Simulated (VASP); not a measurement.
# InP (F-43m) in VASP: further runs

One crystal, InP, is run at these levels: PBEsol; tasks: phonons, dielectric tensor.

Program: VASP 6.6.1. These are calculated values, not measurements. Logs are shortened: lines on timing, memory, paths and dates and some standing lists are left out, and cuts for length are marked.

**Measured values to compare with.**

From a printed reference work, textbook, for a bulk crystal of InP at 300 K: high-frequency dielectric constant 9.61.

How close the calculation comes is told below.

### Step 1. The structure

Symmetry: F-43m, No. 216, cubic system. Conventional cell: a = 5.879 Å, b = 5.879 Å, c = 5.879 Å, α = 90.00°, β = 90.00°, γ = 90.00°. In (site symmetry -43m) is surrounded by 4 P at 2.55 Å. P (site symmetry -43m) is surrounded by 4 In at 2.55 Å.

### Step 2. Phonons, PBEsol

The input, POSCAR:

```
InP
1.0
    0.0000000000      2.9393308163      2.9393308163
    2.9393308163      0.0000000000      2.9393308163
    2.9393308163      2.9393308163      0.0000000000
  In              P
     1     1
Direct
     0.0000000000000000    0.0000000000000000    0.0000000000000000
     0.2500000000000000    0.2500000000000000    0.2500000000000000
```

The input, INCAR.step1:

```
SYSTEM = InP
ALGO     = Normal         ! electronic algorithm
EDIFF    = 1E-8           ! SCF threshold, eV
EDIFFG   = -0.002         ! ionic threshold
ENCUT    = 600            ! plane-wave cutoff, eV
GGA      = PS             ! functional
IBRION   = 2              ! ionic algorithm
ISIF     = 3              ! what is computed and relaxed
ISMEAR   = 0              ! smearing method
LASPH    = .True.         ! aspherical terms in the spheres
LCHARG   = .False.        ! write CHGCAR
LREAL    = .False.        ! projectors in reciprocal space
LWAVE    = .False.        ! write WAVECAR
NELM     = 80             ! most SCF steps
NSW      = 40             ! ionic steps
PREC     = Accurate       ! precision mode
SIGMA    = 0.03           ! smearing width, eV
```

The input, INCAR.step2:

```
SYSTEM = InP
ALGO     = Normal         ! electronic algorithm
EDIFF    = 1E-8           ! SCF threshold, eV
ENCUT    = 600            ! plane-wave cutoff, eV
GGA      = PS             ! functional
IBRION   = 6              ! ionic algorithm
ISIF     = 2              ! what is computed and relaxed
ISMEAR   = 0              ! smearing method
LASPH    = .True.         ! aspherical terms in the spheres
LCHARG   = .False.        ! write CHGCAR
LREAL    = .False.        ! projectors in reciprocal space
LWAVE    = .False.        ! write WAVECAR
NELM     = 80             ! most SCF steps
NFREE    = 2            
NSW      = 1              ! ionic steps
POTIM    = 0.015          ! step
PREC     = Accurate       ! precision mode
SIGMA    = 0.03           ! smearing width, eV
```

The input, KPOINTS:

```
k-points
0
Gamma
  8 8 8
  0 0 0
```

Potentials or basis: VASP PAW PBE potentials, release 64 (In_d, P).

Run with:

```bash
$ cat potpaw_PBE.64/In_d/POTCAR potpaw_PBE.64/P/POTCAR > POTCAR
$ cp INCAR.step1 INCAR
$ mpirun -np 1 vasp_std > vasp.out
$ cp CONTCAR POSCAR
$ cp INCAR.step2 INCAR
$ mpirun -np 1 vasp_std > vasp.out
```

OUTCAR:

```text
SYSTEM = InP
   EDIFF = 1E-8
   ENCUT = 600
   GGA = PS
   IBRION = 6
   ISIF = 2
   ISMEAR = 0
   LASPH = .True.
   LREAL = .False.
   NELM = 80
   NFREE = 2
   NSW = 1
   POTIM = 0.015
   PREC = Accurate

 ion  position               nearest neighbor table
   1  0.000  0.000  0.000-   2 2.55   2 2.55   2 2.55   2 2.55
   2  0.250  0.250  0.250-   1 2.55   1 2.55   1 2.55   1 2.55

  LATTYP: Found a face centered cubic cell.
 ALAT       =     5.8786616326

  Lattice vectors:

 A1 = (   0.0000000000,   2.9393308163,   2.9393308163)
 A2 = (   2.9393308163,   0.0000000000,   2.9393308163)
 A3 = (   2.9393308163,   2.9393308163,   0.0000000000)

Analysis of symmetry for initial positions (statically):
=====================================================================
 Subroutine PRICEL returns:
 Original cell was already a primitive cell.

 Routine SETGRP: Setting up the symmetry group for a
 face centered cubic supercell.

 Subroutine GETGRP returns: Found 24 space group operations
 (whereof 24 operations were pure point group operations)
 out of a pool of 48 trial point group operations.

The static configuration has the point symmetry T_d .

Analysis of symmetry for dynamics (positions and initial velocities):
=====================================================================
 Subroutine PRICEL returns:
 Original cell was already a primitive cell.

 Routine SETGRP: Setting up the symmetry group for a
 face centered cubic supercell.

 Subroutine GETGRP returns: Found 24 space group operations
 (whereof 24 operations were pure point group operations)
 out of a pool of 48 trial point group operations.

The dynamic configuration has the point symmetry T_d .

 Subroutine INISYM returns: Found 24 space group operations
 (whereof 24 operations are pure point group operations),
 and found     1 'primitive' translations

----------------------------------------------------------------------------------------

                                     Primitive cell

  volume of cell :      50.7897

  direct lattice vectors                    reciprocal lattice vectors
     0.000000000  2.939330816  2.939330816    -0.170106746  0.170106746  0.170106746
     2.939330816  0.000000000  2.939330816     0.170106746 -0.170106746  0.170106746
     2.939330816  2.939330816  0.000000000     0.170106746  0.170106746 -0.170106746

  length of vectors
     4.156841505  4.156841505  4.156841505     0.294633526  0.294633526  0.294633526

  position of ions in fractional coordinates (direct lattice)
     0.000000000  0.000000000  0.000000000
     0.250000000  0.250000000  0.250000000

  ion indices of the primitive-cell ions
   primitive index   ion index
                 1           1
                 2           2

----------------------------------------------------------------------------------------

 KPOINTS: k-points

Automatic generation of k-mesh.
 Grid dimensions read from file:
 generate k-points for:    8    8    8

 Generating k-lattice:

  Cartesian coordinates                     Fractional coordinates (reciprocal lattice)
    -0.021263343  0.021263343  0.021263343     0.125000000  0.000000000  0.000000000
     0.021263343 -0.021263343  0.021263343     0.000000000  0.125000000  0.000000000
     0.021263343  0.021263343 -0.021263343     0.000000000  0.000000000  0.125000000

  Length of vectors
     0.036829191  0.036829191  0.036829191

  Shift w.r.t. Gamma in fractional coordinates (k-lattice)
     0.000000000  0.000000000  0.000000000

[... 62 lines left out ...]
   NUPDOWN=      -1.0000    fix difference up-down
   EMIN   =  10.00;   EMAX   =-10.00  energy-range for DOS
   EFERMI =   0.00;   METHOD = LEGACY
   ISMEAR =     0;   SIGMA  =   0.03  broadening in eV -4-tet -1-fermi 0-gaus
   EFERMI_NEDOS =   21; number of points for ismear=-14 and -15
   IALGO  =     38    algorithm
   IMIX   =      4    mixing-type and parameters
     AMIX     =   0.40;   BMIX     =  1.00
     AMIX_MAG =   1.60;   BMIX_MAG =  1.00
  volume/ion in A,a.u.               =      25.39       171.37
  Fermi-wavevector in a.u.,A,eV,Ry     =   1.158530  2.189304 18.261620  1.342191
  Thomas-Fermi vector in A             =   2.295131
   LORBIT       =      0    0 simple, 1 ext, 2 COOP (PROOUT), +10 PAW based schemes
   GGA     = PS    functional components
   LHFCALC =     F    Hartree Fock is set to
   AEXX    =    0.0000 exact exchange contribution
   IVDW    =     0    specifies the selected vdW correction
   LEPSILON=     F    determine dielectric tensor
   LRPA    =     F    only Hartree local field effects (RPA)
 finite differences with symmetry
 non-spin polarized calculation
 Gauss-broadening in eV      SIGMA  =   0.03
  energy-cutoff  :      600.00
  volume of cell :       50.79
 maximum number of plane-waves:      1719
 NGX is ok and might be reduce to    36
   NGX = 17   NGY = 17   NGZ = 17

--------------------------------------- Ionic step        1  -------------------------------------------

 number of electron      17.9999998 magnetization

 Free energy of the ion-electron system (eV)
  ---------------------------------------------------
  ext. energy  EPLUGINS =         0.00000000
  ---------------------------------------------------
  free energy    TOTEN  =        -9.15513032 eV

  energy without entropy =       -9.15513032  energy(sigma->0) =       -9.15513032

------------------------ aborting loop because EDIFF is reached ----------------------------------------

  FORCE on cell =-STRESS in cart. coord.  units (eV):
  Direction    XX          YY          ZZ          XY          YZ          ZX
  --------------------------------------------------------------------------------------
  -------------------------------------------------------------------------------------
  Total        0.0014117      0.0014117      0.0014117      0.0000000      0.0000000      0.0000000
  in kB        0.0445310      0.0445310      0.0445310      0.0000000      0.0000000      0.0000000
  external PRESSURE =       0.0445310 kB  Pullay stress =       0.0000000 kB
[... 131 lines left out ...]
--------------------------------------- Ionic step        5  -------------------------------------------

 number of electron      17.9999998 magnetization

 Free energy of the ion-electron system (eV)
  ---------------------------------------------------
  ext. energy  EPLUGINS =         0.00000000
  ---------------------------------------------------
  free energy    TOTEN  =        -9.15425141 eV

  energy without entropy =       -9.15425141  energy(sigma->0) =       -9.15425141

 E-fermi :   5.1924     XC(G=0):  -9.4391

 val. band max:        5.0213487684   @ k =   0.0000   0.0000   0.0000
 cond. band min:       5.5600909299   @ k =   0.0000   0.0000   0.0000
 fundamental gap:      0.5387421615
 Fermi energy:         5.1924287723

 k-point     1 :       0.0000    0.0000    0.0000
  band No.  band energies     occupation
      1      -9.1417      2.00000
      2      -9.1385      2.00000
      3      -9.1346      2.00000
      4      -8.9881      2.00000
      5      -8.9881      2.00000
      6      -6.4922      2.00000
      7       4.9654      2.00000
      8       4.9942      2.00000
      9       5.0213      2.00000
     10       5.5601      0.00000
     11       8.9934      0.00000
     12       9.0095      0.00000
     13       9.0274      0.00000
[... 354 lines left out ...]
  band No.  band energies     occupation
      1      -9.2700      2.00000
      2      -9.0900      2.00000
      3      -9.0690      2.00000
      4      -8.9940      2.00000
      5      -8.9754      2.00000
      6      -4.4475      2.00000
      7      -0.5980      2.00000
      8       2.2790      2.00000
      9       3.3710      2.00000
     10       8.0776      0.00000
     11       9.0910      0.00000
     12      10.7829      0.00000
     13      12.1059      0.00000

 [... further k-points ...]

------------------------ aborting loop because EDIFF is reached ----------------------------------------

  FORCE on cell =-STRESS in cart. coord.  units (eV):
  Direction    XX          YY          ZZ          XY          YZ          ZX
  --------------------------------------------------------------------------------------
  -------------------------------------------------------------------------------------
  Total        0.0014601      0.0039444      0.0039444      0.0000000      0.1173647      0.0000000
  in kB        0.0460578      0.1244281      0.1244281      0.0000000      3.7023099      0.0000000
  external PRESSURE =       0.0983047 kB  Pullay stress =       0.0000000 kB
[... 17 lines left out ...]
  FREE ENERGIE OF THE ION-ELECTRON SYSTEM (eV)
  ---------------------------------------------------
  free  energy   TOTEN  =        -9.1542514114 eV

  energy  without entropy=       -9.1542514114  energy(sigma->0) =       -9.15425141

 INTERNAL STRAIN TENSORS FROM DISPLACED ATOMS
 ============================================

 INTERNAL STRAIN TENSOR FOR ION    1 for displacements in x,y,z  (eV/Angst):
          X           Y           Z          XY          YZ          ZX
  --------------------------------------------------------------------------------
  x     0.00000    -0.00000    -0.00000     0.00000     7.82838     0.00000
  y     0.00000    -0.00000     0.00000     0.00000     0.00000     7.82838
  z    -0.00000    -0.00000     0.00000     7.82838     0.00000     0.00000

 INTERNAL STRAIN TENSOR FOR ION    2 for displacements in x,y,z  (eV/Angst):
          X           Y           Z          XY          YZ          ZX
  --------------------------------------------------------------------------------
  x    -0.00000    -0.00000    -0.00000     0.00000    -7.82308     0.00000
  y    -0.00000    -0.00000    -0.00000     0.00000     0.00000    -7.82308
  z    -0.00000    -0.00000    -0.00000    -7.82308     0.00000     0.00000

 Eigenvectors and eigenvalues of the dynamical matrix
 ----------------------------------------------------

   1 f  =    8.847554 THz    55.590824 2PiTHz  295.122646 cm-1    36.590528 meV
             X         Y         Z           dx          dy          dz
      0.000000  0.000000  0.000000    -0.390562   -0.244588   -0.000000
      1.469665  1.469665  1.469665     0.752168    0.471042   -0.000000
[... 21 lines left out ...]
   6 f/i=    0.000958 THz     0.006019 2PiTHz    0.031956 cm-1     0.003962 meV
             X         Y         Z           dx          dy          dz
      0.000000  0.000000  0.000000     0.008665   -0.046668   -0.886220
      1.469665  1.469665  1.469665     0.004499   -0.024232   -0.460168

 ELASTIC MODULI CONTR FROM IONIC RELAXATION (kBar)
 Direction    XX          YY          ZZ          XY          YZ          ZX
 --------------------------------------------------------------------------------
 XX          -0.0000      0.0000     -0.0000      0.0000     -0.0000     -0.0000
 YY           0.0000     -0.0000      0.0000      0.0000      0.0000      0.0000
 ZZ          -0.0000      0.0000     -0.0000     -0.0000      0.0000     -0.0000
 XY           0.0000      0.0000     -0.0000   -247.3039      0.0000      0.0000
 YZ          -0.0000      0.0000      0.0000      0.0000   -247.3039      0.0000
 ZX          -0.0000      0.0000     -0.0000      0.0000      0.0000   -247.3039
 --------------------------------------------------------------------------------
```

It took 1.9 min on 1 thread of Intel Xeon 6975P-C (Granite Rapids), shared host; peak memory 0.31 GiB.

What came out:

```
Highest phonon frequency at Γ, LO-TO splitting left out : 295 cm⁻¹
```

Phonon frequencies in cm⁻¹ (negative: imaginary):
| q point | frequencies |
| --- | --- |
| (0.000, 0.000, 0.000) | 0 0 0 295 295 295 |

Caveat: the PAW data sets were made with another functional, which shifts forces and pressure a little.

(Continued in part 2 of 2.)
